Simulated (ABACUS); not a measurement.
# Si2Ni (Fm-3m) in ABACUS: reference runs

Aim: a first look at Si2Ni with PBEsol, on the cell as given and on a disturbed one, then over a range of volumes.

Everything below comes from runs of ABACUS 3.10.1. Logs are shortened: lines on timing, memory, paths and dates and some standing lists are left out, and cuts for length are marked.

## Step 1: The structure

Symmetry: Fm-3m, No. 225, cubic system. Conventional cell: a = 5.406 Å, b = 5.406 Å, c = 5.406 Å, α = 90.00°, β = 90.00°, γ = 90.00°. Around Ni (site symmetry m-3m) lie 8 Si at 2.34 Å. Around Si (site symmetry -43m) lie 4 Ni at 2.34 Å.

## Step 2: Single point, PBEsol, collinear spin, ferromagnetic start

The input, INPUT:

```
INPUT_PARAMETERS
suffix              Si2Ni
calculation         scf
basis_type          pw
pseudo_dir          ./
symmetry            1
dft_functional      pbesol
ecutwfc             98
pseudo_rcut         7
nspin               2
nbands              18
ks_solver           dav
smearing_method     fd
smearing_sigma      0.00367493
scf_thr             1e-08
scf_nmax            100
mixing_type         broyden
mixing_beta         0.4
cal_force           1
cal_stress          1
kpar                4
```

The input, STRU:

```
ATOMIC_SPECIES
Ni 58.6934 Ni.upf
Si 28.0850 Si.upf

LATTICE_CONSTANT
1.8897261246

LATTICE_VECTORS
0.0000000000 2.7030000000 2.7030000000
2.7030000000 0.0000000000 2.7030000000
2.7030000000 2.7030000000 0.0000000000

ATOMIC_POSITIONS
Direct

Ni
0.0
1
0.0000000000 0.0000000000 0.0000000000 1 1 1 mag 1

Si
0.0
2
0.7500000000 0.7500000000 0.7500000000 1 1 1 mag 0
0.2500000000 0.2500000000 0.2500000000 1 1 1 mag 0
```

The input, KPT:

```
K_POINTS
0
Gamma
9 9 9 0 0 0
```

Potentials or basis: PseudoDojo NC SR 0.4.1 PBEsol standard, plane waves.

On the command line:

```bash
OMP_NUM_THREADS=1 mpirun -np 4 abacus > log
```

running log:

```text
ABACUS v3.10.1

               Atomic-orbital Based Ab-initio Computation at UStc

 ------------------------------------------------------------------------------------

 READING GENERAL INFORMATION
                           global_out_dir = OUT.Si2Ni/
                           global_in_card = INPUT
                               pseudo_dir = ./
                              orbital_dir =
                                    DSIZE = 4
                                    GSIZE = 1

 READING UNITCELL INFORMATION
                                    ntype = 2
                  lattice constant (Bohr) = 1.88973
              lattice constant (Angstrom) = 1

 READING ATOM TYPE 1
                               atom label = Ni
                      L=0, number of zeta = 1
                      L=1, number of zeta = 1
                      L=2, number of zeta = 1
             number of atom for this type = 1
               magnetization of element 1 = 1

 READING ATOM TYPE 2
                               atom label = Si
                      L=0, number of zeta = 1
                      L=1, number of zeta = 1
                      L=2, number of zeta = 1
             number of atom for this type = 2
               magnetization of element 2 = 0

                        TOTAL ATOM NUMBER = 3
DIRECT COORDINATES
    atom                   x                   y                   z     mag                  vx                  vy                  vz
taud_Ni1            0.0000000000        0.0000000000        0.0000000000  1.0000        0.0000000000        0.0000000000        0.0000000000
taud_Si1            0.7500000000        0.7500000000        0.7500000000  0.0000        0.0000000000        0.0000000000        0.0000000000
taud_Si2            0.2500000000        0.2500000000        0.2500000000  0.0000        0.0000000000        0.0000000000        0.0000000000

                          Volume (Bohr^3) = 266.541
                             Volume (A^3) = 39.4973

 Lattice vectors: (Cartesian coordinate: in unit of a_0)
                   +0              +2.703              +2.703
               +2.703                  +0              +2.703
               +2.703              +2.703                  +0
 Reciprocal vectors: (Cartesian coordinate: in unit of 2 pi/a_0)
             -0.18498            +0.18498            +0.18498
             +0.18498            -0.18498            +0.18498
             +0.18498            +0.18498            -0.18498
 The esolver type has been set to : ksdft_pw

                PAO radial cut off (Bohr) = 7

 Read in pseudopotential file is Ni.upf
                     pseudopotential type = NC
          exchange-correlation functional = PBESOL
                 nonlocal core correction = 1
                        valence electrons = 18
                                     lmax = 2
                           number of zeta = 4
                     number of projectors = 6
                           L of projector = 0
[... 5 lines left out ...]
                PAO radial cut off (Bohr) = 7

 Read in pseudopotential file is Si.upf
                     pseudopotential type = NC
          exchange-correlation functional = PBESOL
                 nonlocal core correction = 1
                        valence electrons = 4
                                     lmax = 2
                           number of zeta = 2
                     number of projectors = 6
                           L of projector = 0
                           L of projector = 0
                           L of projector = 1
                           L of projector = 1
                           L of projector = 2
                           L of projector = 2
     initial pseudo atomic orbital number = 18
 The readin total magnetization is 1

 SETUP THE ELECTRONS NUMBER
            electron number of element Ni = 18
      total electron number of element Ni = 18
            electron number of element Si = 4
      total electron number of element Si = 8
            AUTOSET number of electrons:  = 26
                           occupied bands = 13
                                   NBANDS = 18
                                   NLOCAL = 27

%%%%%%%%%%%%%%%%%%%%%%%%%%%%%%%%%%%%%%%%%%%%%%%%%%%%%%%%%%%%%%%%%%%%%%%%%%%%%%%%%%%%%%%%%%%%%%%%%%%%%%%%%%
 Warning: the number of valence electrons in pseudopotential > 10 for Ni: [Ar] 3d8 4s2
 Pseudopotentials with additional electrons can yield (more) accurate outcomes, but may be less efficient.
 If you're confident that your chosen pseudopotential is appropriate, you can safely ignore this warning.
%%%%%%%%%%%%%%%%%%%%%%%%%%%%%%%%%%%%%%%%%%%%%%%%%%%%%%%%%%%%%%%%%%%%%%%%%%%%%%%%%%%%%%%%%%%%%%%%%%%%%%%%%%

 SETUP THE PLANE WAVE BASIS
 energy cutoff for charge/potential (unit:Ry) = 392
            fft grid for charge/potential = [ 45, 45, 45 ]
                        fft grid division = [ 1, 1, 1 ]
        big fft grid for charge/potential = [ 45, 45, 45 ]
                                     nbxx = 91125
                                     nrxx = 91125

 SETUP PLANE WAVES FOR CHARGE/POTENTIAL
                    number of plane waves = 35053
                         number of sticks = 1417

[... 44 lines left out ...]
                              POINT GROUP = O_h
               POINT GROUP IN SPACE GROUP = O_h

 SETUP K-POINTS
                                    nspin = 2
                   Input type of k points = Monkhorst-Pack(Gamma)
                                   nkstot = 729
                       right hand lattice = 1
(for reciprocal lattice: )
                             BRAVAIS TYPE = 2
                     BRAVAIS LATTICE NAME = 02. Cubic I (body-centered)
                                    ibrav = 2
                       right hand lattice = 1
(for k-lattice: )
                             BRAVAIS TYPE = 2
                     BRAVAIS LATTICE NAME = 02. Cubic I (body-centered)
                                    ibrav = 2
                       right hand lattice = 1
                        ROTATION MATRICES = 48
                               nkstot_ibz = 35
K-POINTS REDUCTION ACCORDING TO SYMMETRY
     IBZ    DIRECT_X    DIRECT_Y    DIRECT_Z  WEIGHT  ibz2bz
       1  0.00000000  0.00000000  0.00000000  0.0014       0
       2  0.11111111  0.11111111  0.11111111  0.0110       1
       3  0.22222222  0.22222222  0.22222222  0.0110       2
       4  0.33333333  0.33333333  0.33333333  0.0110       3
       5  0.44444444  0.44444444  0.44444444  0.0110       4
       6  0.11111111  0.11111111  0.00000000  0.0082      10
[... 22 lines left out ...]
      29  0.44444444  0.33333333  0.11111111  0.0329     112
      30 -0.44444444  0.44444444  0.22222222  0.0658     113
[... 5 further k points ...]

                               nkstot now = 35
[... K-POINTS DIRECT COORDINATES: 35 rows ...]

           k-point number in this process = 9
       minimum distributed K point number = 8
[... stars of the k points ...]
                             nks(nspin=2) = 18
                          nkstot(nspin=2) = 70

[... K-POINTS CARTESIAN COORDINATES: 18 rows ...]

[... K-POINTS DIRECT COORDINATES: 18 rows ...]

 SETUP PLANE WAVES FOR WAVE FUNCTIONS
     energy cutoff for wavefunc (unit:Ry) = 98
              fft grid for wave functions = [ 45, 45, 45 ]
                    number of plane waves = 5029
                         number of sticks = 379

 PARALLEL PW FOR WAVE FUNCTIONS
     PROC   COLUMNS(POT)             PW
        1            379           5029
 --------------- sum -------------------
        1            379           5029

 SETUP NONLOCAL PSEUDOPOTENTIALS IN PLANE WAVE BASIS
 Ni non-local projectors:
 projector 1 L=0
 projector 2 L=0
 projector 3 L=1
 projector 4 L=1
 projector 5 L=2
 projector 6 L=2
 Si non-local projectors:
 projector 1 L=0
 projector 2 L=0
 projector 3 L=1
 projector 4 L=1
 projector 5 L=2
 projector 6 L=2
      TOTAL NUMBER OF NONLOCAL PROJECTORS = 54

 Init Non-Local PseudoPotential table :
 Init Non-Local-Pseudopotential done.

                                     npwx = 4395

 Make real space PAO into reciprocal space.
       max mesh points in Pseudopotential = 701
     dq(describe PAO in reciprocal space) = 0.01
                                    max q = 1192

 number of pseudo atomic orbitals for Ni is 4
WARNING: norm of atomic wavefunction # 3 of atomic type Ni is 0.999993, renormalized
WARNING: norm of atomic wavefunction # 4 of atomic type Ni is 0.997817, renormalized

 number of pseudo atomic orbitals for Si is 2
WARNING: norm of atomic wavefunction # 1 of atomic type Si is 0.999877, renormalized
WARNING: norm of atomic wavefunction # 2 of atomic type Si is 0.99628, renormalized

 -------------------------------------------
 SELF-CONSISTENT
 -------------------------------------------
                                 init_chg = atomic

 PW ALGORITHM --------------- ION=   1  ELEC=   1--------------------------------
          total magnetism (Bohr mag/cell) = 0.151905
       absolute magnetism (Bohr mag/cell) = 0.230105
                        nelec for spin up = 13.076
                      nelec for spin down = 12.924
[... 161 lines left out ...]
 Density error is 2.91005840974e-09
                          Error Threshold = 1.56959356149e-10
----------------------------------------------------------
     Energy           Rydberg                 eV
----------------------------------------------------------
 E_KohnSham     -352.3280082905      -4793.6684777416
 E_KS(sigma->0) -352.3277273002      -4793.6646546735
 E_Harris       -352.3284157365      -4793.6740213290
 E_band         -25.1700172076       -342.4556527816
 E_one_elec     -261.1359345287      -3552.9366621448
 E_Hartree      143.4526790143       1951.7738279597
 E_xc           -48.8507269026       -664.6482373169
 E_Ewald        -185.7934638931      -2527.8497601033
 E_entropy(-TS) -0.0005619804        -0.0076461363
 E_descf        0.0000000000         0.0000000000
 E_exx          0.0000000000         0.0000000000
 E_Fermi        0.9791696147         13.3222860688
----------------------------------------------------------

 charge density convergence is achieved
 final etot is -4793.6684777 eV
 EFERMI = 13.322286069 eV

 STATE ENERGY(eV) AND OCCUPATIONS    NSPIN == 2
SPIN UP :
 1/9 kpoint (Cartesian) = 0.0000 0.0000 0.0000 (4381 pws)
       1       -91.0533     0.00137174
       2       -51.5900     0.00137174
       3       -51.5900     0.00137174
       4       -51.5900     0.00137174
       5      -0.569389     0.00137174
       6        8.07476     0.00137174
[... 98 lines left out ...]
       5      -0.325234     0.00823045
       6        7.72742     0.00823045
[... 10 lines left out ...]
      17        17.4812    6.18217e-39
      18        17.4812    6.18217e-39

[... levels at 12 further k points ...]

------------------------------------------------------------------------------------------
 TOTAL-FORCE (eV/Angstrom)
------------------------------------------------------------------------------------------
                       Ni1         0.0000000000         0.0000000000         0.0000000000
                       Si1         0.0000000000         0.0000000000         0.0000000000
                       Si2         0.0000000000         0.0000000000         0.0000000000
------------------------------------------------------------------------------------------

----------------------------------------------------------------
 TOTAL-STRESS (KBAR)
----------------------------------------------------------------
        -9.3268177077         0.0000000000         0.0000000000
        -0.0000000000        -9.3268177077         0.0000000000
        -0.0000000000         0.0000000000        -9.3268177077
----------------------------------------------------------------
 TOTAL-PRESSURE: -9.326818 KBAR

 --------------------------------------------
 !FINAL_ETOT_IS -4793.6684777416003271 eV
 --------------------------------------------
```

Run time: 19 s. Hardware: 4 MPI ranks of Intel Xeon 6975P-C (Granite Rapids), shared host; peak memory 0.52 GiB.

Results:

- Free energy: -4793.6685 eV
- Pressure: -0.9 GPa
- Band gap on the k mesh: none (metal or under the smearing width)
- Net moment: 0.00 μB per cell
- Absolute moment: 0.00 μB per cell

Levels at points of the mesh, in eV from the Fermi level:
Spin up:
| k point | band 11 | band 12 | band 13 | band 14 | band 15 | band 16 |
| --- | --- | --- | --- | --- | --- | --- |
| (0.00, 0.00, 0.00) | -0.32 | 1.71 | 1.71 | 1.71 | 2.21 | 2.21 |
Spin down:
```csv
k point,band 9,band 10,band 11,band 12,band 13,band 14,band 15,band 16
"(0.00, 0.00, 0.00)",-3.52,-3.52,-0.32,1.71,1.71,1.71,2.21,2.21
```

[end of part 1 of 2]
